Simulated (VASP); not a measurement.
# free-standing triangular Ru monolayer, spacing 3.288 A: a series over U, part 2 of 4

Aim: follow the moments and the gap of free-standing triangular Ru monolayer, spacing 3.288 A as U grows.

VASP 6.6.1, plane waves and PAW; the level of theory is named at each step.

So far, largest spin moment in the PAW sphere (μB): step 2 (series over U, start order fm, U 0) 2.88; step 3 (series over U, start order AFM, U 0) 2.73.

## (4) Series over U, start order fm, U 3

This step: r2SCAN, DFT+U (Ru d 3 eV), spin-polarised from a ferromagnetic start; plane waves and PAW (Ru) (VASP 6.6.1).

INCAR

```
SYSTEM = Ru
PREC = Normal
ENCUT = 350
EDIFF = 1E-06
NELM = 150
ISMEAR = 0
SIGMA = 0.1
LREAL = .FALSE.
ALGO = Normal
METAGGA = R2SCAN
LASPH = .TRUE.
NBANDS = 17
ISPIN = 2
MAGMOM = 1 1
LDAU = .TRUE.
LDAUTYPE = 2
LDAUL = 2
LDAUU = 3
LDAUJ = 0
LDAUPRINT = 1
LMAXMIX = 4
LORBIT = 11
LWAVE = .FALSE.
LCHARG = .FALSE.
KPAR = 2
AMIX = 0.2
BMIX = 1E-04
AMIX_MAG = 0.8
BMIX_MAG = 1E-04
NEDOS = 1200
```

POSCAR

```
Ru
1.0
    6.5760000000      0.0000000000      0.0000000000
   -1.6440000000      2.8474920000      0.0000000000
    0.0000000000      0.0000000000     14.0000000000
Ru
2
Direct
    0.0000000000      0.0000000000      0.5000000000
    0.5000000000      0.0000000000      0.5000000000
```

KPOINTS

```
Automatic mesh
0
Gamma
8 8 1
0 0 0
```

PAW data sets: Ru (PBE family, release 64).

On the command line:

```console
$ mpirun -np 2 vasp_std
```

The program printed:

```text
[... set-up lines as in an earlier step ...]
 entering main loop
       N       E                     dE             d eps       ncg     rms          rms(c)
DAV:   1     0.303107241699E+02    0.30311E+02   -0.38836E+03  1700   0.482E+02
DAV:   2    -0.354374858408E+02   -0.65748E+02   -0.56728E+02  2438   0.103E+02
DAV:   3    -0.395062653900E+02   -0.40688E+01   -0.38397E+01  1859   0.281E+01
DAV:   4    -0.395475085338E+02   -0.41243E-01   -0.41098E-01  2091   0.319E+00
[...]
DAV:  28    -0.384018092547E+02   -0.17188E-04   -0.17374E-06  1500   0.124E-02    0.851E-04
DAV:  29    -0.384018060473E+02    0.32074E-05   -0.18821E-06  1500   0.930E-03    0.336E-04
DAV:  30    -0.384018054387E+02    0.60859E-06   -0.67632E-07  1460   0.792E-03
   1 F= -.38401805E+02 E0= -.38395687E+02  d E =-.122361E-01  mag=     6.0994
```

Run time: 83 s. Hardware: 2 MPI ranks of Intel Xeon 6975P-C (Granite Rapids), shared host; peak memory 0.51 GiB; 2.7 min of CPU time.

From OUTCAR (step 4):

```text
  Total       -9.6870709     -9.6900310     -0.0350893      0.0025607      0.0000000      0.0000000
  in kB      -59.2039533    -59.2220442     -0.2144535      0.0156502      0.0000000      0.0000000
  external PRESSURE =     -39.5468170 kB  Pullay stress =       0.0000000 kB

 POSITION                                       TOTAL-FORCE (eV/Angst)
 -----------------------------------------------------------------------------------
      0.00000      0.00000      7.00000         0.000000      0.000000     -0.000000
      3.28800      0.00000      7.00000        -0.000000      0.000000      0.000000
 -----------------------------------------------------------------------------------
    total drift:                               -0.000000      0.000000     -0.000000

  FREE ENERGIE OF THE ION-ELECTRON SYSTEM (eV)
  ---------------------------------------------------
  free  energy   TOTEN  =       -38.4018054387 eV

  energy  without entropy=      -38.3895693834  energy(sigma->0) =      -38.39568741

 magnetization (x)
# of ion       s       p       d       tot
------------------------------------------
    1        0.040  -0.032   3.137   3.144
    2        0.040  -0.032   3.137   3.144
--------------------------------------------------
tot          0.079  -0.064   6.274   6.289

[... 2 parts as in an earlier step ...]

[... 1 further part left out ...]
[key lines of the parts left out:]
E-fermi :  -2.3297
```

A U on the itinerant d states of such a compound is hard to justify; it moves the bands at the Fermi level and favours large moments.

Spin moment in the PAW sphere by atom:

```
atom  spin moment in the PAW sphere (μB)
 Ru1                                3.14
 Ru2                                3.14
```

Energy at zero smearing: -38.39569 eV.

## (5) Series over U, start order AFM, U 3

This step: r2SCAN, DFT+U (Ru d 3 eV), spin-polarised from an antiferromagnetic start; plane waves and PAW (Ru) (VASP 6.6.1).

Changes to INCAR since step 4:

```diff
@@ -13,3 +13,3 @@
 ISPIN = 2
-MAGMOM = 1 1
+MAGMOM = 1 -1
 LDAU = .TRUE.
```

POSCAR is that of step 4.

KPOINTS is that of step 4.

On the command line:

```console
$ mpirun -np 2 vasp_std
```

The program printed:

```text
[... set-up lines as in an earlier step ...]
 entering main loop
       N       E                     dE             d eps       ncg     rms          rms(c)
DAV:   1     0.303482852811E+02    0.30348E+02   -0.37846E+03  1700   0.481E+02
DAV:   2    -0.353899159983E+02   -0.65738E+02   -0.56522E+02  2446   0.103E+02
DAV:   3    -0.393487597242E+02   -0.39588E+01   -0.36524E+01  1873   0.282E+01
DAV:   4    -0.393915602487E+02   -0.42801E-01   -0.42644E-01  2050   0.320E+00
[...]
DAV:   8    -0.382959393531E+02   -0.37799E+00   -0.27196E-01  1734   0.339E+00    0.183E+00
DAV:   9    -0.384629978234E+02   -0.16706E+00   -0.12686E-01  1796   0.202E+00    0.173E+00
DAV:  10    -0.385851680429E+02   -0.12217E+00   -0.31463E-02  1822   0.906E-01    0.206E+00
[... 130 further cycles ...]
DAV: 141    -0.384460217777E+02   -0.63129E-04   -0.16209E-05  1700   0.384E-02    0.287E-04
DAV: 142    -0.384459973754E+02    0.24402E-04   -0.45339E-06  1700   0.203E-02    0.126E-04
DAV: 143    -0.384459626446E+02    0.34731E-04   -0.61878E-06  1700   0.245E-02    0.125E-04
DAV: 144    -0.384460237080E+02   -0.61063E-04   -0.13946E-05  1700   0.358E-02    0.277E-04
[...]
DAV: 148    -0.384459950550E+02    0.26404E-04   -0.31752E-06  1700   0.169E-02    0.129E-04
DAV: 149    -0.384459675402E+02    0.27515E-04   -0.61181E-06  1700   0.251E-02    0.129E-04
DAV: 150    -0.384460217007E+02   -0.54160E-04   -0.11439E-05  1700   0.327E-02
 -----------------------------------------------------------------------------
|                                                                             |
|           W    W    AA    RRRRR   N    N  II  N    N   GGGG   !!!           |
|           W    W   A  A   R    R  NN   N  II  NN   N  G    G  !!!           |
|           W    W  A    A  R    R  N N  N  II  N N  N  G       !!!           |
|           W WW W  AAAAAA  RRRRR   N  N N  II  N  N N  G  GGG   !            |
|           WW  WW  A    A  R   R   N   NN  II  N   NN  G    G                |
|           W    W  A    A  R    R  N    N  II  N    N   GGGG   !!!           |
|                                                                             |
|     The electronic self-consistency was not achieved in the given           |
|     number of steps (NELM). The forces and other quantities evaluated       |
|     might not be reliable so examine the results carefully. If you find     |
|     spurious results, we suggest increasing NELM, if you were close to      |
|     convergence or switching to a different ALGO or adjusting the           |
|     density mixing parameters otherwise.                                    |
|                                                                             |
 -----------------------------------------------------------------------------

   1 F= -.38446022E+02 E0= -.38433317E+02  d E =-.254094E-01  mag=    -0.0000
```

Run time: 6.7 min. Hardware: 2 MPI ranks; peak memory 0.53 GiB.

OUTCAR, selected parts (step 5):

```text
atom =   1  type =  1  l = 2

 onsite density matrix

spin component  1

  0.9048 -0.0000  0.0043 -0.0000  0.0084
 -0.0000  0.9326 -0.0000  0.0006  0.0000
  0.0043 -0.0000  0.9311  0.0000  0.0025
 -0.0000  0.0006  0.0000  0.9332 -0.0000
  0.0084  0.0000  0.0025 -0.0000  0.8950

spin component  2

  0.3228  0.0000 -0.1697  0.0000 -0.3050
  0.0000  0.2689  0.0000 -0.1535  0.0000
 -0.1697  0.0000  0.3286 -0.0000 -0.0980
  0.0000 -0.1535 -0.0000  0.0916 -0.0000
 -0.3050  0.0000 -0.0980 -0.0000  0.6749

 occupancies and eigenvectors

  o =  0.0030  v =  0.0000  0.0000  0.0000  0.0000  0.0000  0.0000  0.5000  0.0000  0.8660  0.0000      0.0000  0.0000  0.0000  0.0000  0.0000  0.0000  0.0000  0.0000  0.0000  0.0000
  o =  0.0216  v =  0.0000  0.0000  0.0000  0.0000  0.0000 -0.7300  0.0000 -0.5381  0.0000 -0.4214      0.0000  0.0000  0.0000  0.0000  0.0000  0.0000  0.0000  0.0000  0.0000  0.0000
  o =  0.3575  v =  0.0000  0.0000  0.0000  0.0000  0.0000  0.0000  0.8660 -0.0000 -0.5000  0.0000      0.0000  0.0000  0.0000  0.0000  0.0000  0.0000  0.0000  0.0000  0.0000  0.0000
  o =  0.4538  v =  0.0000  0.0000  0.0000  0.0000  0.0000  0.4660 -0.0000 -0.8429  0.0000  0.2690      0.0000  0.0000  0.0000  0.0000  0.0000  0.0000  0.0000  0.0000  0.0000  0.0000
  o =  0.8510  v =  0.0000  0.0000  0.0000  0.0000  0.0000 -0.5000 -0.0000  0.0000  0.0000  0.8660      0.0000  0.0000  0.0000  0.0000  0.0000  0.0000  0.0000  0.0000  0.0000  0.0000
  o =  0.8902  v =  0.5000 -0.0000  0.0000  0.0000 -0.8660  0.0000  0.0000  0.0000  0.0000  0.0000      0.0000  0.0000  0.0000  0.0000  0.0000  0.0000  0.0000  0.0000  0.0000  0.0000
  o =  0.9085  v =  0.8455  0.0000 -0.2166 -0.0000  0.4881  0.0000  0.0000  0.0000  0.0000  0.0000      0.0000  0.0000  0.0000  0.0000  0.0000  0.0000  0.0000  0.0000  0.0000  0.0000
  o =  0.9322  v =  0.1876 -0.0000  0.9763  0.0000  0.1083  0.0000  0.0000  0.0000  0.0000  0.0000      0.0000  0.0000  0.0000  0.0000  0.0000  0.0000  0.0000  0.0000  0.0000  0.0000
  o =  0.9323  v = -0.0000 -0.8660 -0.0000  0.5001 -0.0000  0.0000  0.0000  0.0000  0.0000  0.0000      0.0000  0.0000  0.0000  0.0000  0.0000  0.0000  0.0000  0.0000  0.0000  0.0000
  o =  0.9336  v =  0.0000  0.5001  0.0000  0.8660  0.0000  0.0000  0.0000  0.0000  0.0000  0.0000      0.0000  0.0000  0.0000  0.0000  0.0000  0.0000  0.0000  0.0000  0.0000  0.0000

atom =   2  type =  1  l = 2

 onsite density matrix

spin component  1

  0.3228 -0.0000 -0.1697  0.0000 -0.3050
 -0.0000  0.2689 -0.0000 -0.1535  0.0000
 -0.1697 -0.0000  0.3286 -0.0000 -0.0980
  0.0000 -0.1535 -0.0000  0.0916  0.0000
 -0.3050  0.0000 -0.0980  0.0000  0.6749

spin component  2

  0.9048  0.0000  0.0043 -0.0000  0.0084
  0.0000  0.9326  0.0000  0.0006 -0.0000
  0.0043  0.0000  0.9311  0.0000  0.0025
 -0.0000  0.0006  0.0000  0.9332 -0.0000
  0.0084 -0.0000  0.0025 -0.0000  0.8950

[...]
o =  0.8510  v = -0.5000  0.0000  0.0000 -0.0000  0.8660  0.0000  0.0000  0.0000  0.0000  0.0000      0.0000  0.0000  0.0000  0.0000  0.0000  0.0000  0.0000  0.0000  0.0000  0.0000
  o =  0.8902  v =  0.0000  0.0000  0.0000  0.0000  0.0000  0.5000  0.0000  0.0000 -0.0000 -0.8660      0.0000  0.0000  0.0000  0.0000  0.0000  0.0000  0.0000  0.0000  0.0000  0.0000
  o =  0.9085  v =  0.0000  0.0000  0.0000  0.0000  0.0000  0.8455 -0.0000 -0.2166  0.0000  0.4881      0.0000  0.0000  0.0000  0.0000  0.0000  0.0000  0.0000  0.0000  0.0000  0.0000
  o =  0.9322  v =  0.0000  0.0000  0.0000  0.0000  0.0000 -0.1876  0.0000 -0.9763 -0.0000 -0.1083      0.0000  0.0000  0.0000  0.0000  0.0000  0.0000  0.0000  0.0000  0.0000  0.0000
  o =  0.9323  v =  0.0000  0.0000  0.0000  0.0000  0.0000  0.0000  0.8660  0.0000 -0.5001  0.0000      0.0000  0.0000  0.0000  0.0000  0.0000  0.0000  0.0000  0.0000  0.0000  0.0000
  o =  0.9336  v =  0.0000  0.0000  0.0000  0.0000  0.0000  0.0000  0.5001  0.0000  0.8660  0.0000      0.0000  0.0000  0.0000  0.0000  0.0000  0.0000  0.0000  0.0000  0.0000  0.0000

 spin component 1
 k-point     1 :       0.0000    0.0000    0.0000
  band No.  band energies     occupation
    ...
      4      -5.6841      1.00000
      5      -5.5239      1.00000
      6      -5.0416      1.00000
      7      -2.8987      1.00000
      8      -2.4921      0.99960
      9      -1.3585      0.00000
     10      -1.1802      0.00000
     11      -1.1532      0.00000
     12      -0.4563      0.00000
     13      -0.1955      0.00000
    ...

 k-point     2 :       0.1250    0.0000    0.0000
  band No.  band energies     occupation
    ...
      4      -5.6838      1.00000
      5      -5.4858      1.00000
      6      -5.0069      1.00000
      7      -2.9542      1.00000
      8      -2.5086      0.99983
      9      -1.5956      0.00000
     10      -1.3594      0.00000
     11      -1.1595      0.00000
     12      -0.5917      0.00000
     13      -0.1293      0.00000
    ...

  Total       -6.4924056     -6.1619865     -0.0428001     -0.2861532      0.0000000      0.0000000
  in kB      -39.6792885    -37.6598835     -0.2615788     -1.7488671      0.0000000      0.0000000
  external PRESSURE =     -25.8669170 kB  Pullay stress =       0.0000000 kB

 POSITION                                       TOTAL-FORCE (eV/Angst)
 -----------------------------------------------------------------------------------
      0.00000      0.00000      7.00000        -0.000000      0.000000      0.000000
      3.28800      0.00000      7.00000         0.000000      0.000000      0.000000
 -----------------------------------------------------------------------------------
    total drift:                               -0.000000     -0.000000     -0.000000

  FREE ENERGIE OF THE ION-ELECTRON SYSTEM (eV)
  ---------------------------------------------------
  free  energy   TOTEN  =       -38.4460217007 eV

  energy  without entropy=      -38.4206122657  energy(sigma->0) =      -38.43331698

 magnetization (x)
# of ion       s       p       d       tot
------------------------------------------
    1        0.092   0.036   2.901   3.029
    2       -0.092  -0.036  -2.901  -3.029
--------------------------------------------------
tot         -0.000   0.000  -0.000  -0.000

[... 8 parts as in an earlier step ...]

[... 11 further parts left out ...]
[key lines of the parts left out:]
E-fermi :  -2.2550
```

The electronic loop did not meet EDIFF within NELM cycles, so this run is left out of the comparison.

## (6) Series over U, start order fm, U 4

This step: r2SCAN, DFT+U (Ru d 4 eV), spin-polarised from a ferromagnetic start; plane waves and PAW (Ru) (VASP 6.6.1).

Changes to INCAR since step 5:

```diff
@@ -13,3 +13,3 @@
 ISPIN = 2
-MAGMOM = 1 -1
+MAGMOM = 1 1
 LDAU = .TRUE.
@@ -17,3 +17,3 @@
 LDAUL = 2
-LDAUU = 3
+LDAUU = 4
 LDAUJ = 0
```

POSCAR is that of step 5.

KPOINTS is that of step 5.

On the command line:

```console
$ mpirun -np 2 vasp_std
```

The program printed:

```text
[... set-up lines as in an earlier step ...]
 entering main loop
       N       E                     dE             d eps       ncg     rms          rms(c)
DAV:   1     0.332730430672E+02    0.33273E+02   -0.38925E+03  1700   0.482E+02
DAV:   2    -0.333410380474E+02   -0.66614E+02   -0.57418E+02  2437   0.104E+02
DAV:   3    -0.374717105923E+02   -0.41307E+01   -0.39066E+01  1855   0.286E+01
DAV:   4    -0.375112125677E+02   -0.39502E-01   -0.39444E-01  2051   0.316E+00
[...]
DAV:  53    -0.373723816978E+02    0.16405E-05   -0.63528E-07  1500   0.731E-03    0.397E-04
DAV:  54    -0.373723828504E+02   -0.11526E-05   -0.51067E-07  1500   0.643E-03    0.296E-04
DAV:  55    -0.373723828833E+02   -0.32885E-07   -0.41258E-07  1500   0.599E-03
   1 F= -.37372383E+02 E0= -.37362619E+02  d E =-.195281E-01  mag=     6.5613
```

It took 2.6 min on 2 MPI ranks; peak memory 0.53 GiB; 5 min of CPU time.

OUTCAR, selected parts (step 6):

```text
  Total       -6.2934373     -6.1439669     -0.0393087     -0.1294469      0.0000000      0.0000000
  in kB      -38.4632646    -37.5497544     -0.2402410     -0.7911340      0.0000000      0.0000000
  external PRESSURE =     -25.4177533 kB  Pullay stress =       0.0000000 kB

 POSITION                                       TOTAL-FORCE (eV/Angst)
 -----------------------------------------------------------------------------------
      0.00000      0.00000      7.00000         0.000000      0.000000      0.000000
      3.28800      0.00000      7.00000         0.000000      0.000000      0.000000
 -----------------------------------------------------------------------------------
    total drift:                                0.000000     -0.000000     -0.000000

  FREE ENERGIE OF THE ION-ELECTRON SYSTEM (eV)
  ---------------------------------------------------
  free  energy   TOTEN  =       -37.3723828833 eV

  energy  without entropy=      -37.3528547697  energy(sigma->0) =      -37.36261883

 magnetization (x)
# of ion       s       p       d       tot
------------------------------------------
    1        0.063  -0.030   3.194   3.226
    2        0.063  -0.030   3.194   3.226
--------------------------------------------------
tot          0.125  -0.061   6.388   6.452

[... 2 parts as in an earlier step ...]

[... 1 further part left out ...]
[key lines of the parts left out:]
E-fermi :  -1.2588
```

The density of states is cut at 4.0 eV, since the bands computed begin to run out above.

Energy at zero smearing: -37.36262 eV.

(Part 2 of 4 ends here.)

[Lines on the potential files, build, host, timing and source positions are cut from VASP's logs without a mark.]

[Logs are printed without paths, hosts, clocks, repeated set-up lines and the standing remarks that a program may print on its own settings, such as how far it seeks lower states.]

[Hosts, paths, dates, database ids (printed as entryN), source tags and the programs' standing remarks are cut or masked in the printed files.]

[In band tables of VASP the shares of atoms and orbitals are scaled to a sum of 1 inside the atoms' spheres.]

[Runs that stopped without an error message from VASP are left out.]
